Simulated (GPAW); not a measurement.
The system is TePb.

```
CELL_PARAMETERS angstrom
0.00000 3.23100 3.23100
3.23100 0.00000 3.23100
3.23100 3.23100 0.00000
ATOMIC_POSITIONS crystal
Pb 0.00000 0.00000 0.00000
Te 0.50000 0.50000 0.50000
```

Base run:

* Program: GPAW 26.7.0
* Functional: PBEsol
* Potentials or basis: PAW data sets generated in the run's folder for this functional
* Cutoff: 600 eV
* Basis: pw
* k mesh: 7 × 7 × 7
* Occupations: fermi-dirac, width 0.05 eV
* Spin: no spin polarisation

Its results: pressure -0.7 GPa.

Problem. The run is repeated on the same cell with these changes: functional from PBEsol to BLYP. What comes out?

Solution. Pressure 5.1 GPa.

BLYP binds less tightly than PBEsol, so the same cell stands under more pressure.

Not every run made on this cell is shown here.
